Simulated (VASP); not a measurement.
# InP (F-43m) in VASP: notebook

The runs below take InP through relaxation of cell and atoms, single point, with PBE.

Program: VASP 6.6.1. These are calculated values, not measurements. Logs are shortened: lines on timing, memory, paths and dates and some standing lists are left out, and cuts for length are marked.

**Experimental background.**

From a printed reference work, data compilation, for a bulk crystal of InP at 1.6 K: band gap 1.4236 eV (direct).

The runs below are set against these values where they give the same quantity.

### Step 1. The crystal as given

Symmetry: F-43m, No. 216, cubic system. The conventional cell has a = 5.861 Å, b = 5.861 Å, c = 5.861 Å, α = 90.00°, β = 90.00°, γ = 90.00°. In (site symmetry -43m) is surrounded by 4 P at 2.54 Å. P (site symmetry -43m) is surrounded by 4 In at 2.54 Å.

### Step 2. Relaxation of cell and atoms, PBE

File INCAR:

```
SYSTEM = InP
PREC     = Accurate       ! precision mode
ENCUT    = 580            ! plane-wave cutoff, eV
EDIFF    = 1E-7           ! SCF threshold, eV
ISMEAR   = -1             ! smearing method
SIGMA    = 0.05           ! smearing width, eV
LREAL    = .False.        ! projectors in reciprocal space
LASPH    = .True.         ! aspherical terms in the spheres
NELM     = 60             ! most SCF steps
ALGO     = Normal         ! electronic algorithm
ISIF     = 3              ! what is computed and relaxed
LWAVE    = .False.        ! write WAVECAR
LCHARG   = .False.        ! write CHGCAR
GGA      = PE             ! functional
IBRION   = 2              ! ionic algorithm
NSW      = 60             ! ionic steps
EDIFFG   = -0.01          ! ionic threshold
```

File KPOINTS:

```
regular mesh
0
Gamma
  8 8 8
  0 0 0
```

File POSCAR:

```
InP
1.0
    0.0000000000      2.9305000000      2.9305000000
    2.9305000000      0.0000000000      2.9305000000
    2.9305000000      2.9305000000      0.0000000000
In P
1 1
Direct
    0.0000000000      0.0000000000      0.0000000000
    0.7500000000      0.7500000000      0.7500000000
```

Potentials or basis: VASP PAW PBE potentials, release 64 (In, P).

On the command line:

```
cat potpaw_PBE.64/In/POTCAR potpaw_PBE.64/P/POTCAR > POTCAR
mpirun -np 1 vasp_std > vasp.out
```

OUTCAR:

```text
SYSTEM = InP
   PREC = Accurate
   ENCUT = 580
   EDIFF = 1E-7
   ISMEAR = -1
   LREAL = .False.
   LASPH = .True.
   NELM = 60
   ISIF = 3
   GGA = PE
   IBRION = 2
   NSW = 60
   EDIFFG = -0.01

 ion  position               nearest neighbor table
   1  0.000  0.000  0.000-   2 2.54   2 2.54   2 2.54   2 2.54
   2  0.750  0.750  0.750-   1 2.54   1 2.54   1 2.54   1 2.54

  LATTYP: Found a face centered cubic cell.
 ALAT       =     5.8610000000

  Lattice vectors:

 A1 = (   0.0000000000,   2.9305000000,   2.9305000000)
 A2 = (   2.9305000000,   0.0000000000,   2.9305000000)
 A3 = (   2.9305000000,   2.9305000000,   0.0000000000)

Analysis of symmetry for initial positions (statically):
=====================================================================
 Subroutine PRICEL returns:
 Original cell was already a primitive cell.

 Routine SETGRP: Setting up the symmetry group for a
 face centered cubic supercell.

 Subroutine GETGRP returns: Found 24 space group operations
 (whereof 24 operations were pure point group operations)
 out of a pool of 48 trial point group operations.

The static configuration has the point symmetry T_d .

Analysis of symmetry for dynamics (positions and initial velocities):
=====================================================================
 Subroutine PRICEL returns:
 Original cell was already a primitive cell.

 Routine SETGRP: Setting up the symmetry group for a
 face centered cubic supercell.

 Subroutine GETGRP returns: Found 24 space group operations
 (whereof 24 operations were pure point group operations)
 out of a pool of 48 trial point group operations.

The dynamic configuration has the point symmetry T_d .

 Subroutine INISYM returns: Found 24 space group operations
 (whereof 24 operations are pure point group operations),
 and found     1 'primitive' translations

----------------------------------------------------------------------------------------

                                     Primitive cell

  volume of cell :      50.3333

  direct lattice vectors                    reciprocal lattice vectors
     0.000000000  2.930500000  2.930500000    -0.170619348  0.170619348  0.170619348
     2.930500000  0.000000000  2.930500000     0.170619348 -0.170619348  0.170619348
     2.930500000  2.930500000  0.000000000     0.170619348  0.170619348 -0.170619348

  length of vectors
     4.144352845  4.144352845  4.144352845     0.295521380  0.295521380  0.295521380

  position of ions in fractional coordinates (direct lattice)
     0.000000000  0.000000000  0.000000000
     0.750000000  0.750000000  0.750000000

  ion indices of the primitive-cell ions
   primitive index   ion index
                 1           1
                 2           2

----------------------------------------------------------------------------------------

 KPOINTS: regular mesh

Automatic generation of k-mesh.
 Grid dimensions read from file:
 generate k-points for:    8    8    8

 Generating k-lattice:

  Cartesian coordinates                     Fractional coordinates (reciprocal lattice)
    -0.021327419  0.021327419  0.021327419     0.125000000  0.000000000  0.000000000
     0.021327419 -0.021327419  0.021327419     0.000000000  0.125000000  0.000000000
     0.021327419  0.021327419 -0.021327419     0.000000000  0.000000000  0.125000000

  Length of vectors
     0.036940172  0.036940172  0.036940172

  Shift w.r.t. Gamma in fractional coordinates (k-lattice)
     0.000000000  0.000000000  0.000000000

 Subroutine IBZKPT returns following result:
 ===========================================

 Found     29 irreducible k-points:

 Following reciprocal coordinates:
            Coordinates               Weight
  0.000000  0.000000  0.000000      1.000000
  0.125000  0.000000  0.000000      8.000000
  0.250000  0.000000  0.000000      8.000000
  0.375000  0.000000  0.000000      8.000000
  0.500000  0.000000  0.000000      4.000000
  0.125000  0.125000  0.000000      6.000000
[... 16 lines left out ...]
  0.500000  0.250000  0.125000     48.000000
 -0.375000  0.250000  0.125000     24.000000
 [... further k-points ...]
   k-points           NKPTS =     29   k-points in BZ     NKDIM =     29   number of bands    NBANDS=      8
   number of dos      NEDOS =    301   number of ions     NIONS =      2
   total plane-waves  NPLWV =  46656
   dimension x,y,z NGX =    36 NGY =   36 NGZ =   36
   dimension x,y,z NGXF=    72 NGYF=   72 NGZF=   72
   ions per type =               1   1
   NGX,Y,Z   is equivalent  to a cutoff of  14.44, 14.44, 14.44 a.u.
   NGXF,Y,Z  is equivalent  to a cutoff of  28.88, 28.88, 28.88 a.u.
 SYSTEM =  InP
   PREC   = accura    normal or accurate (medium, high low for compatibility)
   ISTART =      0    job   : 0-new  1-cont  2-samecut
   ICHARG =      2    charge: 1-file 2-atom 10-const
   ISPIN  =      1    spin polarized calculation?
   LNONCOLLINEAR =      F non collinear calculations
   LSORBIT =      F    spin-orbit coupling
   LASPH  =      T    aspherical Exc in radial PAW
   ENCUT  =  580.0 eV  42.63 Ry    6.53 a.u.   8.14  8.14  8.14*2*pi/ulx,y,z
   NELM   =     60;   NELMIN=  2; NELMDL= -5     # of ELM steps
   EDIFF  = 0.1E-06   stopping-criterion for ELM
   LREAL  =      F    real-space projection
   EDIFFG = -.1E-01   stopping-criterion for IOM
   NSW    =     60    number of steps for IOM
   IBRION =      2    ionic relax: 0-MD 1-quasi-New 2-CG
   NFREE  =      1    steps in history (QN), initial steepest desc. (CG)
   ISIF   =      3    stress and relaxation
   ISYM   =      2    0-nonsym 1-usesym 2-fastsym
   POTIM  = 0.5000    time-step for ionic-motion
   TEBEG  =    0.0;   TEEND  =   0.0 temperature during run
   PSTRESS=    0.0 pullay stress
   NELECT =       8.0000    total number of electrons
   NUPDOWN=      -1.0000    fix difference up-down
   EMIN   =  10.00;   EMAX   =-10.00  energy-range for DOS
   EFERMI =   0.00;   METHOD = LEGACY
   ISMEAR =    -1;   SIGMA  =   0.05  broadening in eV -4-tet -1-fermi 0-gaus
   EFERMI_NEDOS =   21; number of points for ismear=-14 and -15
   IALGO  =     38    algorithm
   IMIX   =      4    mixing-type and parameters
     AMIX     =   0.40;   BMIX     =  1.00
     AMIX_MAG =   1.60;   BMIX_MAG =  1.00
  volume/ion in A,a.u.               =      25.17       169.83
  Fermi-wavevector in a.u.,A,eV,Ry     =   0.886788  1.675786 10.699524  0.786393
  Thomas-Fermi vector in A             =   2.008000
   LORBIT       =      0    0 simple, 1 ext, 2 COOP (PROOUT), +10 PAW based schemes
   GGA     = PE    functional components
   LHFCALC =     F    Hartree Fock is set to
   AEXX    =    0.0000 exact exchange contribution
   IVDW    =     0    specifies the selected vdW correction
   LEPSILON=     F    determine dielectric tensor
   LRPA    =     F    only Hartree local field effects (RPA)
 conjugate gradient relaxation of ions
 non-spin polarized calculation
  energy-cutoff  :      580.00
  volume of cell :       50.33
 maximum number of plane-waves:      1639
 NGX is ok and might be reduce to    36
   NGX = 17   NGY = 17   NGZ = 17

--------------------------------------- Ionic step        1  -------------------------------------------

 number of electron       8.0000000 magnetization

 Free energy of the ion-electron system (eV)
  ---------------------------------------------------
  ext. energy  EPLUGINS =         0.00000000
  ---------------------------------------------------
  free energy    TOTEN  =        -8.28828928 eV

  energy without entropy =       -8.28828632  energy(sigma->0) =       -8.28828780

------------------------ aborting loop because EDIFF is reached ----------------------------------------

  FORCE on cell =-STRESS in cart. coord.  units (eV):
  Direction    XX          YY          ZZ          XY          YZ          ZX
  --------------------------------------------------------------------------------------
  -------------------------------------------------------------------------------------
  Total        1.6000767      1.6000767      1.6000767     -0.0000000      0.0000000     -0.0000000
  in kB       50.9326424     50.9326424     50.9326424     -0.0000000      0.0000000     -0.0000000
  external PRESSURE =      50.9326424 kB  Pullay stress =       0.0000000 kB
[... 57 lines left out ...]
  energy  without entropy=       -8.3239371019  energy(sigma->0) =       -8.32415938

--------------------------------------- Ionic step        3  -------------------------------------------

 number of electron       8.0000000 magnetization

 Free energy of the ion-electron system (eV)
  ---------------------------------------------------
  ext. energy  EPLUGINS =         0.00000000
  ---------------------------------------------------
  free energy    TOTEN  =        -8.34273854 eV

  energy without entropy =       -8.34265082  energy(sigma->0) =       -8.34269468

 E-fermi :   3.4482     XC(G=0):  -8.7393

 val. band max:        3.2256115657   @ k =   0.0000   0.0000   0.0000
 cond. band min:       3.6026125344   @ k =   0.0000   0.0000   0.0000
 fundamental gap:      0.3770009688
 Fermi energy:         3.4482252623

 k-point     1 :       0.0000    0.0000    0.0000
  band No.  band energies     occupation
      1      -7.8116      2.00000
      2       3.2256      1.97696
      3       3.2256      1.97696
      4       3.2256      1.97696
      5       3.6026      0.08723
      6       7.3491      0.00000
      7       7.3491      0.00000
      8       7.3491      0.00000
[... 243 lines left out ...]
 k-point    24 :      -0.3750    0.2500    0.1250
  band No.  band energies     occupation
      1      -6.2021      2.00000
      2      -1.9765      2.00000
      3       0.7725      2.00000
      4       1.7674      2.00000
      5       6.2235      0.00000
      6       7.4632      0.00000
      7       8.9751      0.00000
      8      10.2385      0.00000

 [... further k-points ...]

------------------------ aborting loop because EDIFF is reached ----------------------------------------

  FORCE on cell =-STRESS in cart. coord.  units (eV):
  Direction    XX          YY          ZZ          XY          YZ          ZX
  --------------------------------------------------------------------------------------
  -------------------------------------------------------------------------------------
  Total        0.0009912      0.0009912      0.0009912      0.0000000      0.0000000      0.0000000
  in kB        0.0294049      0.0294049      0.0294049      0.0000000      0.0000000      0.0000000
  external PRESSURE =       0.0294049 kB  Pullay stress =       0.0000000 kB
[... 17 lines left out ...]
  FREE ENERGIE OF THE ION-ELECTRON SYSTEM (eV)
  ---------------------------------------------------
  free  energy   TOTEN  =        -8.3427385439 eV

  energy  without entropy=       -8.3426508186  energy(sigma->0) =       -8.34269468

 reached required accuracy - stopping structural energy minimisation
```

It took 21 s on 1 thread of Intel Xeon 6975P-C (Granite Rapids), shared host; peak memory 0.22 GiB.

Results:

```yaml
Free_energy: -8.3427 eV
Relaxed_volume: 27.00 Å³/atom
Relaxed_cell: a = 4.243 Å, b = 4.243 Å, c = 4.243 Å, α = 60.00°, β = 60.00°, γ = 60.00°
Space_group_after_relaxing_to_0.05_Å: F-43m (No. 216)
Energy_gained_by_relaxing: 27.2 meV/atom
Ionic_steps: 3
Pressure_after_relaxing: 0.0 GPa
Band_gap_on_the_k_mesh: 0.38 eV, direct
```

Step by step:
| step | energy change (eV) | largest force (eV/Å) | pressure (GPa) | volume (Å³) |
| --- | --- | --- | --- | --- |
| 1 | 0.0000 | 0.0000 | 5.09 | 50.33 |
| 2 | -0.0361 | 0.0000 | -2.35 | 56.39 |
| 3 | -0.0544 | 0.0000 | 0.00 | 54.01 |

Final structure:
```yaml
crystal:
  lattice:
    - [0.00000, 3.00012, 3.00012]
    - [3.00012, 0.00000, 3.00012]
    - [3.00012, 3.00012, 0.00000]
  atoms:
    - { symbol: In, position: [0.00000, 0.00000, 0.00000] }
    - { symbol: P, position: [0.75000, 0.75000, 0.75000] }
```

Levels at points of the mesh, in eV from the valence-band top:
```
           k point  band 1  band 2  band 3  band 4  band 5  band 6  band 7  band 8
(0.00, 0.00, 0.00)  -11.04    0.00    0.00    0.00    0.38    4.12    4.12    4.12
(0.50, 0.00, 0.00)   -9.69   -5.34   -0.87   -0.87    1.37    4.83    4.83    6.94
(0.50, 0.50, 0.00)   -9.14   -5.43   -2.08   -2.08    1.90    2.29    8.79    9.15
```

Caveat: spin-orbit coupling is left out, which moves the levels of the heavy elements.

### Step 3. Relaxation of cell and atoms, PBE

File INCAR:

```
PREC = Accurate
ENCUT = 600
EDIFF = 1E-6
ISMEAR = -1
SIGMA = 0.05
LREAL = F
LASPH = T
NELM = 80
ALGO = Normal
ISIF = 3
LWAVE = F
LCHARG = F
GGA = PE
IBRION = 2
NSW = 40
EDIFFG = -0.02
```

File KPOINTS:

```
regular mesh
0
Gamma
  8 8 8
```

POSCAR is that of step 2.

Potentials or basis: VASP PAW PBE potentials, release 64 (In_d, P).

On the command line:

```
cat potpaw_PBE.64/In_d/POTCAR potpaw_PBE.64/P/POTCAR > POTCAR
mpirun -np 1 vasp_std > vasp.out
```

Wall time 26 s (1 thread of Intel Xeon 6975P-C (Granite Rapids), shared host); peak memory 0.22 GiB.

It converged, with:

| Item | Value |
| --- | --- |
| Free energy | -8.4060 eV |
| Relaxed volume | 26.44 Å³/atom |
| Relaxed cell | a = 4.213 Å, b = 4.213 Å, c = 4.213 Å, α = 60.00°, β = 60.00°, γ = 60.00° |
| Space group after relaxing (to 0.05 Å) | F-43m (No. 216) |
| Energy gained by relaxing | 12.6 meV/atom |
| Ionic steps | 3 |
| Pressure after relaxing | 0.0 GPa |
| Band gap on the k mesh | 0.44 eV, direct |

The path:
```tsv
step	energy change (eV)	largest force (eV/Å)	pressure (GPa)	volume (Å³)
1	0.0000	0.0000	3.30	50.33
2	-0.0193	0.0000	-1.38	54.20
3	-0.0251	0.0000	0.01	52.88
```

Final structure:
```yaml
crystal:
  lattice:
    - [0.00000, 2.97918, 2.97918]
    - [2.97918, 0.00000, 2.97918]
    - [2.97918, 2.97918, 0.00000]
  atoms:
    - { symbol: In, position: [0.00000, 0.00000, 0.00000] }
    - { symbol: P, position: [0.75000, 0.75000, 0.75000] }
```

Levels at points of the mesh, in eV from the valence-band top:
| k point | band 6 | band 7 | band 8 | band 9 | band 10 | band 11 | band 12 | band 13 |
| --- | --- | --- | --- | --- | --- | --- | --- | --- |
| (0.00, 0.00, 0.00) | -11.19 | 0.00 | 0.00 | 0.00 | 0.44 | 4.09 | 4.09 | 4.09 |
| (0.50, 0.00, 0.00) | -9.62 | -5.48 | -0.90 | -0.90 | 1.38 | 4.80 | 4.80 | 6.99 |
| (0.50, 0.50, 0.00) | -9.03 | -5.54 | -2.16 | -2.16 | 1.84 | 2.26 | 8.91 | 9.26 |

Caveat: spin-orbit coupling is left out, which moves the levels of the heavy elements. Zero-point motion and thermal expansion aren't in these numbers.

### Step 4. Relaxation of cell and atoms, PBE

File INCAR:

```
SYSTEM = InP
ALGO     = Normal         ! electronic algorithm
EDIFF    = 1E-7           ! SCF threshold, eV
EDIFFG   = -0.01          ! ionic threshold
ENCUT    = 680            ! plane-wave cutoff, eV
GGA      = PE             ! functional
IBRION   = 2              ! ionic algorithm
ISIF     = 3              ! what is computed and relaxed
ISMEAR   = -1             ! smearing method
LASPH    = .TRUE.         ! aspherical terms in the spheres
LCHARG   = .FALSE.        ! write CHGCAR
LREAL    = .FALSE.        ! projectors in reciprocal space
LWAVE    = .FALSE.        ! write WAVECAR
NELM     = 60             ! most SCF steps
NSW      = 40             ! ionic steps
PREC     = Accurate       ! precision mode
SIGMA    = 0.05           ! smearing width, eV
```

File KPOINTS:

```
k-points
0
G
  8 8 8
  0 0 0
```

POSCAR is that of step 3.

Potentials or basis: VASP PAW PBE potentials, release 64 (In_d_GW, P_GW).

On the command line:

```
cat potpaw_PBE.64/In_d_GW/POTCAR potpaw_PBE.64/P_GW/POTCAR > POTCAR
mpirun -np 1 vasp_std > vasp.out
```

Wall time 45 s (1 thread of Intel Xeon 6975P-C (Granite Rapids), shared host); peak memory 0.24 GiB.

The run converged. Its results:

```
Free energy                            : -8.4127 eV
Relaxed volume                         : 26.42 Å³/atom
Relaxed cell                           : a = 4.212 Å, b = 4.212 Å, c = 4.212 Å, α = 60.00°, β = 60.00°, γ = 60.00°
Space group after relaxing (to 0.05 Å) : F-43m (No. 216)
Energy gained by relaxing              : 12.3 meV/atom
Ionic steps                            : 3
Pressure after relaxing                : 0.0 GPa
Band gap on the k mesh                 : 0.44 eV, direct
```

Step by step:
| step | energy change (eV) | largest force (eV/Å) | pressure (GPa) | volume (Å³) |
| --- | --- | --- | --- | --- |
| 1 | 0.0000 | 0.0000 | 3.28 | 50.33 |
| 2 | -0.0185 | 0.0000 | -1.41 | 54.19 |
| 3 | -0.0246 | 0.0000 | 0.01 | 52.85 |

Final structure:
```xyz
2
Lattice="0.0000 2.9785 2.9785 2.9785 0.0000 2.9785 2.9785 2.9785 0.0000" Properties=species:S:1:pos:R:3 pbc="T T T"
In    0.0000    0.0000    0.0000
P     4.4677    4.4677    4.4677
```

Levels at points of the mesh, in eV from the valence-band top:
```
           k point  band 7  band 8  band 9  band 10  band 11  band 12
(0.00, 0.00, 0.00)    0.00    0.00    0.00     0.44     4.09     4.09
(0.50, 0.00, 0.00)   -5.48   -0.90   -0.90     1.38     4.80     4.80
(0.50, 0.50, 0.00)   -5.54   -2.16   -2.16     1.85     2.26     8.91
```

Caveat: spin-orbit coupling is left out, which moves the levels of the heavy elements. Zero-point motion and thermal expansion aren't in these numbers.

[end of part 1 of 2]
